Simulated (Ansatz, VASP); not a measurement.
Two plane-wave programs on TePb

The input INCAR:

```
PREC = Accurate
ENCUT = 520
EDIFF = 1E-6
ISMEAR = 0
SIGMA = 0.05
LREAL = F
LASPH = T
NELM = 80
ALGO = Normal
ISIF = 2
LWAVE = F
LCHARG = F
GGA = PS
NBANDS = 17
```

Contents of KPOINTS:

```
Automatic mesh
0
Gamma
  8 8 8
```

Contents of POSCAR:

```
TePb
1.0
    0.0000000000      3.2270000000      3.2270000000
    3.2270000000      0.0000000000      3.2270000000
    3.2270000000      3.2270000000      0.0000000000
Te Pb
1 1
Direct
    0.5000000000      0.5000000000      0.5000000000
    0.0000000000     -0.0929656027      0.0000000000
```

Input for Ansatz:

```yaml
crystal:
  lattice:
    - [0.0, 3.227, 3.227]
    - [3.227, 0.0, 3.227]
    - [3.227, 3.227, 0.0]
  atoms:
    - { symbol: Te, position: [0.5, 0.5, 0.5] }
    - { symbol: Pb, position: [0.0, -0.0929656027, 0.0] }
basis:
  ecutwfc: 420
kpoints:
  mp_grid: { grid: [8, 8, 8] }
hamiltonian:
  xc: pbesol
scf:
  occupations: { method: gaussian, width: 0.05 }
output:
  forces: true
  stress: true
  eigenvalues: true
```

Alike in both runs: task single point; functional PBEsol; k mesh 8 × 8 × 8; occupations gaussian, width 0.05 eV; no spin polarisation.

|  | VASP | Ansatz |
| --- | --- | --- |
| version | VASP 6.6.1 | Ansatz 0.2.0 |
| potentials or method | VASP PAW PBE potentials, release 64 (Te, Pb_d) | scalar-relativistic, plane waves, PAW |
| plane-wave cutoff (eV) | 520 | 420 |
| valence electrons in the cell | 20 | 30 |

|  | VASP | Ansatz | Ansatz less VASP |
| --- | --- | --- | --- |
| gap on the k mesh at the Fermi level (eV) | 0.74 | 0.74 | +0.001 |
| least direct gap on the mesh (eV) | 0.74 | 0.74 | +0.001 |
| pressure (GPa) | 2.0 | 2.0 | +0.01 |
| largest component of the traceless stress (GPa) | 2.38 | 2.36 | -0.020 |
| rms of the force components (eV/Å) | 0.485 | 0.480 | -0.0051 |

Atom by atom the forces differ by 0.005 eV/Å (rms over components). The functional is the same, so the differences come from potentials, cutoffs and numerics. The two sets of potentials don't hold the same shells in valence.

Caveats: the PAW data sets were made with another functional, which shifts forces and pressure a little (VASP); spin-orbit coupling is left out, which as a rule narrows the gap of such compounds by several tenths of an eV. A k mesh can miss the band edges.
